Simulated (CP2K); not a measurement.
The system is Pd.

```
Pd
1.0
     2.75277    0.00000    0.00000
     1.37638    2.38397    0.00000
     1.37638    0.79466    2.24762
Pd
1
Cartesian
  0.0000 0.0000 0.0000
```

Base run:

- Program: CP2K 2026.2
- Functional: WC
- Potentials or basis: POTENTIAL_UZH Pd GTH-PBE-q18; TZVP-MOLOPT-PBE-GTH basis
- Density cutoff: 10204 eV
- k mesh: 12 × 12 × 12
- Occupations: fermi-dirac, width 0.05 eV
- Spin: no spin polarisation

Its results: band gap on the k mesh none (metal or under the smearing width); pressure 0.5 GPa.

Q: After a change of settings the same cell gave: band gap on the k mesh none (metal or under the smearing width); pressure -6.9 GPa. Which change was it?
A. functional from WC to vdW-DF2
B. functional from WC to LDA
C. functional from WC to PBEsol
D. functional from WC to r2SCAN

A: B.

LDA binds more tightly than WC, so the same cell stands under less pressure.

Caveats: the potentials were made for another functional, which shifts forces and pressure; the basis of atomic orbitals isn't converged, which shifts pressures, moduli and gaps.

Not every run made on this cell is shown here.
